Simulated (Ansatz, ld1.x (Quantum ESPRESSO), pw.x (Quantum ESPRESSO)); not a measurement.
# What a changed setting does to a pw.x run (sc S)

Potential: norm-conserving Troullier–Martins (Kleinman–Bylander form), ld1.x (Quantum ESPRESSO) 7.5, PBE; core [Ne], reference 3s2 3p2.5; waves: 3s (bound): rc 1.35 bohr; 3p (bound): rc 1.35 bohr; 3d channel at 0.35 Ry: rc 1.40 bohr; local part: the d channel; core correction: none.

The reference run (k-mesh 13³, cutoffs 85/340 Ry, Fermi–Dirac 0.01 Ry, mixing_beta 0.4, conv_thr 1e-9, no spin) gives -1.42 GPa at 17.421 Å³/atom, where all-electron LAPW gives -0.69 GPa. This run, with its own iteration cap, changes nosym to true.

```
&control
  calculation='scf', prefix='x', pseudo_dir='./', outdir='./tmp', tstress=.true., disk_io='none'
/
&system
  ibrav=0, nat=1, ntyp=1, ecutwfc=85, ecutrho=340, nbnd=10,
  occupations='smearing', smearing='fd', degauss=0.01, nosym=.true.
/
&electrons
  conv_thr=1e-09, mixing_beta=0.4, electron_maxstep=50
/
ATOMIC_SPECIES
S 1.0 S.UPF
CELL_PARAMETERS angstrom
  2.59233442 0.00000000 0.00000000
  0.00000000 2.59233442 0.00000000
  0.00000000 0.00000000 2.59233442
ATOMIC_POSITIONS crystal
S 0.0000 0.0000 0.0000
K_POINTS automatic
13 13 13 0 0 0
```

```bash
pw.x < S.scf.in > S.scf.out
```

**Question.** How does the run end?

**Answer.** It converges in 9 iterations; the free energy moves by +0.0 meV/atom and the pressure by +0.00 GPa. The result is that of the reference run.

```
lattice parameter (alat)  =       4.8988  a.u.
     unit-cell volume          =     117.5627 (a.u.)^3
     number of electrons       =         6.00
     number of Kohn-Sham states=           10
     kinetic-energy cutoff     =      85.0000  Ry
     charge density cutoff     =     340.0000  Ry
     scf convergence threshold =      1.0E-09
     Exchange-correlation= PBE
     number of k points=  1099  Fermi-Dirac smearing, width (Ry)=  0.0100
     iteration #  1     ecut=    85.00 Ry     beta= 0.40
     total energy              =     -20.42748247 Ry
     estimated scf accuracy    <       0.18612600 Ry
     iteration #  2     ecut=    85.00 Ry     beta= 0.40
     total energy              =     -20.41341146 Ry
     estimated scf accuracy    <       0.04021368 Ry
     iteration #  3     ecut=    85.00 Ry     beta= 0.40
     total energy              =     -20.41866028 Ry
     estimated scf accuracy    <       0.00009256 Ry
     [... 3 iterations left out ...]
     iteration #  7     ecut=    85.00 Ry     beta= 0.40
     total energy              =     -20.41889536 Ry
     estimated scf accuracy    <       0.00000006 Ry
     iteration #  8     ecut=    85.00 Ry     beta= 0.40
     total energy              =     -20.41889542 Ry
     estimated scf accuracy    <          1.1E-09 Ry
     iteration #  9     ecut=    85.00 Ry     beta= 0.40
     the Fermi energy is     8.2051 ev
!    total energy              =     -20.41889542 Ry
     estimated scf accuracy    <          3.3E-10 Ry
     smearing contrib. (-TS)   =      -0.00220633 Ry
     The total energy is F=E-TS. E is the sum of the following terms:
     one-electron contribution =       3.39217749 Ry
     hartree contribution      =       1.47089286 Ry
     xc contribution           =      -4.42921115 Ry
     ewald contribution        =     -20.85054829 Ry
     convergence has been achieved in   9 iterations
          total   stress  (Ry/bohr**3)                   (kbar)     P=      -14.21
     Message from routine punch:
     Nothing written, as per user request (disk_io='none')
```

The run took about 5 min on one core of a shared host (Neoverse-N1, 64 threads, 498 GiB, load 13).
